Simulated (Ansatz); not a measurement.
# CoO: the cost of one run

Method: DFT PBE, scalar-relativistic, in Ansatz 0.2.0.

### 1 The system as given

The structure is tetragonal, space group I4/mmm (No. 139). Conventional cell: a = 3.016 Å, b = 3.016 Å, c = 4.214 Å, α = 90.00°, β = 90.00°, γ = 90.00°. Co (site symmetry 4/mmm) has 6 O at 2.11 to 2.13 Å as nearest neighbours. O (site symmetry 4/mmm) has 6 Co at 2.11 to 2.13 Å as nearest neighbours.

Structure file:

```xyz
2
Lattice="-1.5080 1.5080 2.1072 1.5080 -1.5080 2.1072 1.5080 1.5080 -2.1072" Properties=species:S:1:pos:R:3 pbc="T T T"
Co    0.0000    0.0000    0.0000
O     0.0000    0.0000    2.1072
```

Atoms are numbered in the order of the input: Co1, O2.

### 2 After the deformation

Space group I4/mmm before, C2/m after.

### 3 All-electron LAPW

input.yaml

```yaml
crystal:
  lattice:
    - [-1.5622289045, 1.4990114059, 2.1072499549]
    - [1.4990114059, -1.5622289045, 2.1072499549]
    - [1.5169888999, 1.5169888999, -2.1524899595]
  atoms:
    - { symbol: Co, position: [0.0, 0.0, 0.0], spin: 2.0 }
    - { symbol: O, position: [0.5, 0.5, 0.0] }
magnetization:
  spin_polarized: true
kpoints:
  mp_grid: { grid: [13, 13, 15] }
  band_path:
    path:
      - [0.0, 0.0, 0.0]
      - [0.5, 0.5, -0.5]
      - [0.2483398097, 0.7516601903, -0.5]
      - [-0.2483398097, 0.2483398097, 0.5]
      - [0.0, 0.0, 0.5]
      - [0.0, 0.0, 0.0]
      - [-0.5, 0.5, 0.0]
      - [0.0, 0.5, 0.0]
      - [0.0, 0.0, 0.0]
    npoints: 5
scf:
  occupations: { method: fermi_dirac, width: 0.03 }
hamiltonian:
  xc: pbe
  pseudopotentials: { kind: all_electron, lapw: { basis_error: 0.001 } }
output:
  forces: true
  stress: true
  eigenvalues: true
```

Launch:

```
> ansatz run input.yaml --threads 1 --pin off --max-ram 3072MiB --backend cpu --events-out ev --progress --plain --runs-dir out
```

Q: Estimate wall time and peak memory on 1 thread of Intel Xeon Platinum 8375C at 2.90GHz (Ice Lake), shared host.

About 4.6 min, with a peak of 2 GiB.
